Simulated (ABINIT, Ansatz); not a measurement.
# Cost and result for the band gap of MoS2

```cif
data_structure
_symmetry_space_group_name_H-M 'P6_3/mmc'
_symmetry_Int_Tables_number 194
_cell_length_a 3.1690
_cell_length_b 3.1690
_cell_length_c 12.3240
_cell_angle_alpha 90.000
_cell_angle_beta 90.000
_cell_angle_gamma 120.000
_cell_volume 107.18
loop_
_atom_site_label
_atom_site_type_symbol
_atom_site_symmetry_multiplicity
_atom_site_Wyckoff_symbol
_atom_site_fract_x
_atom_site_fract_y
_atom_site_fract_z
_atom_site_occupancy
Mo1 Mo 2 c 0.66667 0.33333 0.75000 1
S1 S 4 f 0.66667 0.33333 0.37700 1
```

```tsv
rung	level	program and potentials	cutoff (eV)	k mesh	task	spin	core time	chip	band gap (eV)	notes
G0W0	G0W0 on PBE	Ansatz, Ansatz PAW	420	6 × 6 × 2	G0W0 quasiparticle levels	off	28 s	AMD EPYC 7R13 Zen 3	1.25	bands, basis or mesh of the many-body step not converged; response cutoff 170 eV, bands 539
LDA	LDA	Ansatz, Ansatz PAW	420	10 × 10 × 3	band structure	off	36 s	Intel Xeon Skylake/Cascade Lake	0.81	potentials made for PBE, which Ansatz adapts in part; from the band path
GGA	PBEsol	Ansatz, Ansatz PAW	420	10 × 10 × 3	band structure	off	36 s	Intel Xeon Skylake/Cascade Lake	0.84	potentials made for PBE, which Ansatz adapts in part; from the band path
hybrid	PBE0	Ansatz, Ansatz PAW	420	6 × 6 × 2	band structure	off	38 s	AMD EPYC 7R13 Zen 3	2.10	potentials made for PBE, which Ansatz adapts in part; from the band path
GGA	BLYP	Ansatz, Ansatz PAW	420	10 × 10 × 3	band structure	off	40 s	Intel Xeon Skylake/Cascade Lake	0.90	potentials made for PBE, which Ansatz adapts in part; from the band path
GGA	revPBE	Ansatz, Ansatz PAW	420	10 × 10 × 3	band structure	off	54 s	Intel Xeon Skylake/Cascade Lake	0.92	potentials made for PBE, which Ansatz adapts in part; from the band path
hybrid	HISS	Ansatz, Ansatz PAW	420	6 × 6 × 2	single point	off	68 s	INTEL XEON PLATINUM 8581C Emerald Rapids	1.58	potentials made for PBE, which Ansatz adapts in part; mesh may miss the edge
GGA	PBE	ABINIT, JTH PAW PBE v2.0	544	6 × 6 × 2	single point	off	68 s	Arm Neoverse V1	(a)	mesh may miss the edge
meta-GGA	r2SCAN	Ansatz, Ansatz PAW	500	10 × 10 × 3	band structure	SOC, no magnetisation	6.7 min	Arm Neoverse V1	0.98	potentials made for PBE, which Ansatz adapts in part; from the band path
```

Times are single runs on shared hosts and different chips, so they are rough; meshes, cutoffs and the tasks' sizes weigh on the time. Gaps are the least found on the k mesh or the band path, and a mesh can miss the band edges. The cell comes from a database and isn't always the measured one. Meshes differ between rows, which moves values too. All levels ran on this one cell, unrelaxed unless noted. Meshes are those of the run's cell of 6 atoms unless a note names another. Runs on faulty files, with rough fits or with known faults for this quantity aren't shown.

**Question.** Estimate the value left out from the other rows.

**Answer.** (a) 0.89 eV.
